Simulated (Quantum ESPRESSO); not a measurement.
Runs of Quantum ESPRESSO 7.5 on FeO (Wuestite). Symmetry: R-3m, No. 166, trigonal system. The conventional cell has a = 3.038 Å, b = 3.038 Å, c = 7.559 Å, α = 90.00°, β = 90.00°, γ = 120.00°. Around Fe (site symmetry -3m) lie 6 O at 2.16 Å. O (site symmetry -3m) has 6 Fe at 2.16 Å as nearest neighbours. 

```csv
cell,gap on the mesh (eV),pressure (GPa),moment (μB)
relaxed to 20 GPa,none,20.0,3.91
relaxed to 0.3 kbar,none,0.0,4.00
relaxed to 10 GPa,none,10.1,(a)
relaxed to 5 GPa,none,5.0,4.00
relaxed to 2 GPa,none,2.1,4.00
```

Alike in all rows: task relaxation of cell and atoms; level PBEsol; potentials or basis GBRV 1.5 PBEsol; spin collinear, ferromagnetic start; k mesh 9 × 9 × 9; cutoff (eV) 871; smearing fermi-dirac 0.05 eV.

Task: Estimate the missing entries.

Result: (a) 3.99.

Caveats: a cell with one magnetic atom can't hold antiferromagnetic order, which such compounds often take; semilocal functionals often make such compounds metallic where correlation or magnetic order opens a gap, which also shifts bond lengths.

A gap of «none» marks a metal or a gap under the smearing width.
